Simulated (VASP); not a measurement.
A run of VASP 6.6.1 is set up as follows.

Contents of INCAR:

```
SYSTEM = Pd
PREC = Accurate ; ENCUT = 520
EDIFF = 1E-7 ; ISMEAR = -1
SIGMA = 0.1 ; LREAL = .False.
LASPH = .True. ; NELM = 100
ALGO = Normal ; ISIF = 2
LWAVE = .False. ; LCHARG = .False.
GGA = RP ; NBANDS = 11
```

The input KPOINTS:

```
regular mesh
0
Gamma
  16 16 16
  0 0 0
```

Contents of POSCAR:

```
Pd
1.0
   -1.6265487872      1.6265487872      1.6265487872
    1.6265487872     -1.6265487872      1.6265487872
    1.6265487872      1.6265487872     -1.6265487872
Pd
1
Direct
    0.0000000000      0.0000000000      0.0000000000
```

Potentials or basis: VASP PAW PBE potentials, release 64 (Pd).

Launch:

```bash
$ cat potpaw_PBE.64/Pd/POTCAR > POTCAR
$ mpirun -np 1 vasp_std > vasp.out
```

Question: What does it give for the band gap on the k mesh?

Answer: None (metal or under the smearing width).

Question: What does it give for the pressure?

Answer: -9.0 GPa.

Caveat: the PAW data sets were made with another functional, which shifts forces and pressure a little.
